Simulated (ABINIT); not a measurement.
# InP (F-43m) in ABINIT: further runs, part 2 of 2

ABINIT 10.8.3 (patched build). Earlier steps stand in the parts before.

### Step 3. Relaxation of cell and atoms, PBEsol

Input file run.abi:

```
pp_dirpath "./"
pseudos "In.upf, P.upf"

acell 3*1.0
rprim
     0.0000000000     5.5378424082     5.5378424082
     5.5378424082     0.0000000000     5.5378424082
     5.5378424082     5.5378424082     0.0000000000
ntypat 2
znucl 49 15
natom 2
typat 1 2
chkprim 0
chksymtnons 0
tolsym 1.0e-6
xred
            0.0            0.0            0.0
            3/4            3/4            3/4

ecut 952.398519 eV
ecutsm 0.5

kptopt 1
ngkpt 6 6 6
nshiftk 1
shiftk 0.0 0.0 0.0

ixc -116133

nband 13
occopt 3
tsmear 0.05 eV

nstep 80
tolvrs 1.0e-12

iomode 3
prteig 0
prtebands 0
prtwf 0
prtden 0

ionmov 2
optcell 2
ntime 50
tolmxf 2.0e-5
dilatmx 1.08
```

Potentials or basis: PseudoDojo NC SR PBEsol v0.4.1 standard.

On the command line:

```
abinit run.abi > log 2>&1
```

run.abo:

```text
.Version 10.8.3 of ABINIT
 Symmetries : space group F-4 3 m (#216); Bravais cF (face-center cubic)
================================================================================
 Values of the parameters that define the memory need of the present run
     intxc =       0    ionmov =       2      iscf =       7    lmnmax =       6
     lnmax =       6     mgfft =      48  mpssoang =       3    mqgrid =    3001
     natom =       2  nloc_mem =       1    nspden =       1   nspinor =       1
    nsppol =       1      nsym =      24    n1xccc =    2501    ntypat =       2
    occopt =       3   xclevel =       2
       mpw =        4248          nfft =      110592          nkpt =          16
================================================================================
================================================================================

--------------------------------------------------------------------------------
------------- Echo of variables that govern the present computation ------------
--------------------------------------------------------------------------------
 -outvars: echo values of preprocessed input variables --------
            acell      1.0000000000E+00  1.0000000000E+00  1.0000000000E+00 Bohr
              amu      1.14820000E+02  3.09737620E+01
          chkprim           0
      chksymtnons           0
          dilatmx      1.08000000E+00
             ecut      3.50000000E+01 Hartree
           ecutsm      5.00000000E-01 Hartree
           ionmov           2
              ixc     -116133
[... 516 lines left out ...]
comment             : Components of total free energy in Hartree
kinetic             :  4.43092420156461E+01
hartree             :  1.84487688430297E+01
xc                  : -2.18728362783409E+01
Ewald energy        : -4.47049052545184E+01
psp_core            :  1.70403991989027E+00
local_psp           : -5.74290695126110E+01
non_local_psp       : -1.36886427152452E+01
internal            : -7.32334029821493E+01
'-kT*entropy'       : -1.51677859442338E-06
total_energy        : -7.32334044989279E+01
total_energy_eV     : -1.99278245592849E+03
band_energy         : -3.67676935704283E+00
...

 Cartesian components of stress tensor (hartree/bohr^3)
  sigma(1 1)= -3.17877420E-09  sigma(3 2)=  0.00000000E+00
  sigma(2 2)= -3.17877420E-09  sigma(3 1)=  0.00000000E+00
  sigma(3 3)= -3.17877420E-09  sigma(2 1)=  0.00000000E+00

-Cartesian components of stress tensor (GPa)         [Pressure=  9.3523E-05 GPa]
- sigma(1 1)= -9.35227659E-05  sigma(3 2)=  0.00000000E+00
- sigma(2 2)= -9.35227658E-05  sigma(3 1)=  0.00000000E+00
- sigma(3 3)= -9.35227659E-05  sigma(2 1)=  0.00000000E+00

== END DATASET(S) ==============================================================
================================================================================

 -outvars: echo values of variables after computation  --------
            acell      7.8588977364E+00  7.8588977364E+00  7.8588977364E+00 Bohr
           etotal     -7.3233404499E+01
            fcart     -0.0000000000E+00 -0.0000000000E+00 -0.0000000000E+00
                      -0.0000000000E+00 -0.0000000000E+00 -0.0000000000E+00
            rprim      0.0000000000E+00  7.0710678119E-01  7.0710678119E-01
                       7.0710678119E-01  0.0000000000E+00  7.0710678119E-01
                       7.0710678119E-01  7.0710678119E-01  0.0000000000E+00
           strten     -3.1787742022E-09 -3.1787742005E-09 -3.1787742022E-09
                       0.0000000000E+00  0.0000000000E+00  0.0000000000E+00
           xangst     -2.5214233234E-31 -1.5128539940E-31  5.5471313114E-31
                       4.4110200462E+00  4.4110200462E+00  4.4110200462E+00
             xred      1.1146572514E-31  7.7168578944E-32 -1.6291144444E-31
                       7.5000000000E-01  7.5000000000E-01  7.5000000000E-01
 Calculation completed.
```

Wall time 3.9 min (1 thread of Arm Neoverse N1, shared host); peak memory 0.1 GiB.

What came out:

| Item | Value |
| --- | --- |
| Free energy | -1992.7825 eV |
| Relaxed volume | 25.43 Å³/atom |
| Relaxed cell | a = 4.159 Å, b = 4.159 Å, c = 4.159 Å, α = 60.00°, β = 60.00°, γ = 60.00° |
| Space group after relaxing (to 0.05 Å) | F-43m (No. 216) |
| Energy gained by relaxing | 0.6 meV/atom |
| Ionic steps | 4 |
| Pressure after relaxing | 0.0 GPa |
| Band gap on the k mesh | 0.55 eV, direct |

Step by step:
```
step  energy change (eV)  largest force (eV/Å)  pressure (GPa)  volume (Å³)
   1              0.0000                0.0000            0.71        50.33
   2             -0.0004                0.0000            0.56        50.44
   3             -0.0012                0.0000            0.01        50.85
   4             -0.0012                0.0000            0.00        50.86
```

Final structure:
```xyz
2
Lattice="0.0000 2.9407 2.9407 2.9407 0.0000 2.9407 2.9407 2.9407 0.0000" Properties=species:S:1:pos:R:3 pbc="T T T"
In    0.0000    0.0000    0.0000
P     4.4110    4.4110    4.4110
```

Caveat: spin-orbit coupling is left out, which moves the levels of the heavy elements. A k mesh can miss the band edges.

### Step 4. Single point, PBEsol (cell relaxed)

Input file run.abi:

```
# Pseudopotentials
pp_dirpath "./"
pseudos "In.upf, P.upf"

# Structure
acell 3*1.0
rprim
     0.0000000000     5.5570798769     5.5570798769
     5.5570798769     0.0000000000     5.5570798769
     5.5570798769     5.5570798769     0.0000000000
ntypat 2
znucl 49 15
natom 2
typat 1 2
xcart
     0.0000000000     0.0000000000     0.0000000000
     8.3356198153     8.3356198153     8.3356198153
chkprim 0
chksymtnons 0
tolsym 1.0e-6

# Plane-wave basis
ecut 952.398519 eV

# k points
kptopt 1
ngkpt 6 6 6
nshiftk 1
shiftk 0.0 0.0 0.0

# Exchange and correlation
ixc -116133

# Bands and occupations
nband 13
occopt 3
tsmear 0.05 eV

# SCF cycle
nstep 100
tolvrs 1.0e-10

# Output
iomode 3
prtwf 0
prtden 0
prteig 0
prtebands 0
enunit 2
prtvol 2
```

On the command line:

```
abinit run.abi > log 2>&1
```

Run time: 51 s. Hardware: 1 thread of Arm Neoverse N1, shared host; peak memory 0.09 GiB.

The run converged. Its results:

```
Free energy                                           : -1992.7825 eV
Pressure                                              : 0.0 GPa
Band gap on the k mesh                                : 0.55 eV, direct
Valence electrons inside the program's atomic spheres : In 9.89; P 2.74
```

Levels at points of the mesh, in eV from the valence-band top:
| k point | band 7 | band 8 | band 9 | band 10 | band 11 | band 12 |
| --- | --- | --- | --- | --- | --- | --- |
| (0.00, 0.00, 0.00) | 0.00 | 0.00 | 0.00 | 0.55 | 4.01 | 4.01 |
| (0.50, 0.00, 0.00) | -5.75 | -0.97 | -0.97 | 1.37 | 4.72 | 4.72 |
| (0.50, 0.50, 0.00) | -5.77 | -2.32 | -2.32 | 1.65 | 2.16 | 9.05 |

Caveat: spin-orbit coupling is left out, which moves the levels of the heavy elements.

### Step 5. Overview

```csv
task,cell,cutoff (eV),cell freedom (optcell),optimiser (ionmov),cutoff smearing ecutsm (Ha),force stop (Ha/bohr),gap on the mesh (eV),pressure (GPa)
single point,as given,844,-,-,-,-,0.61,0.1
relaxation of cell and atoms,relaxed,952,2,2,0.5,2e-05,0.55,0.0
single point,cell relaxed,952,-,-,-,-,0.55,0.0
```

Alike in all rows: level PBEsol; potentials or basis PseudoDojo NC SR PBEsol v0.4.1 standard; no spin polarisation; k mesh 6 × 6 × 6; smearing fermi-dirac 0.05 eV.

Caveats: spin-orbit coupling is left out, which moves the levels of the heavy elements.

Total energies depend on the potentials used, so only differences within one code and one set of settings carry meaning.

### Step 6. How close it comes

Step 2. Against the measured gap of InP, 1.4236 eV (direct; 1.6 K; a printed reference work, data compilation), the calculated 0.61 eV is off by -0.81 eV. Spin-orbit coupling on In is left out. The value is that of PBEsol, without temperature or zero-point motion. Semilocal functionals fall short of measured gaps as a rule.
